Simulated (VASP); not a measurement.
An input for Quantum ESPRESSO's pw.x (written as the equivalent of a VASP run, and not itself run):

```
&CONTROL
  calculation = 'scf'
  pseudo_dir = './pseudo'
  outdir = './out'
  tprnfor = .true.
  tstress = .true.
/
&SYSTEM
  ibrav = 0
  nat = 5
  ntyp = 3
  ecutwfc = 70
  occupations = 'tetrahedra'
  input_dft = 'pbe'
/
&ELECTRONS
  conv_thr = 7.3e-09
  electron_maxstep = 100
/
ATOMIC_SPECIES
  Cs 132.905 Cs.upf
  Pb 207.200 Pb.upf
  I 126.904 I.upf
CELL_PARAMETERS angstrom
     6.3549574    0.0000000   -0.0000000
    -0.0000000    6.3549574   -0.0000000
     0.0000000    0.0000000    6.3549574
ATOMIC_POSITIONS crystal
  Cs   0.0000000  0.0000000  0.0000000
  Pb   0.5000000  0.5000000  0.5000000
  I    0.5000000  0.0000000  0.5000000
  I    0.0000000  0.5000000  0.5000000
  I    0.5000000  0.5000000  0.0000000
K_POINTS automatic
  4 4 4 0 0 0
```

Task: Translate this input to VASP (INCAR, KPOINTS, POSCAR, choice of POTCAR).

Result: Several could match; the one computed here: 
POSCAR:
```
CsPbI3
1.0
  6.3549573704   0.0000000000   0.0000000000
  0.0000000000   6.3549573704   0.0000000000
  0.0000000000   0.0000000000   6.3549573704
Cs Pb I
1 1 3
Cartesian
  0.0000000000   0.0000000000   0.0000000000
  3.1774786852   3.1774786852   3.1774786852
  3.1774786852   0.0000000000   3.1774786852
  0.0000000000   3.1774786852   3.1774786852
  3.1774786852   3.1774786852   0.0000000000
```

File KPOINTS:
```
Automatic mesh
0
Gamma
4 4 4
0 0 0
```

### INCAR
```
# general
SYSTEM  = CsPbI3
PREC    = Accurate
ENCUT   = 520
LREAL   = .FALSE.
LASPH   = .TRUE.

# electronic loop
EDIFF   = 1E-7
NELM    = 100
ALGO    = Normal
LMAXMIX = 4

# smearing
ISMEAR  = -5

# functional
GGA     = PE

# ions
ISIF    = 2

# output
LWAVE   = .FALSE.
LCHARG  = .TRUE.
LORBIT  = 11
NEDOS   = 601

# other
LEFG    = .TRUE.
```

POTCAR, in this order: Cs_sv Pb_d I (PBE.64 set). Program: vasp_std.

What does not carry over: the potentials are each code's own (VASP's PAW set, PseudoDojo norm-conserving files in pw.x), so ENCUT and ecutwfc are chosen apart and not converted; conv_thr bounds pw.x's estimated SCF error, while EDIFF bounds the energy change between steps; the field gradients of LEFG aren't asked of the other code.

The compound is CsPbI3 in the cubic perovskite structure, the ideal cubic form; the compound distorts at low or room temperature. It was relaxed first.
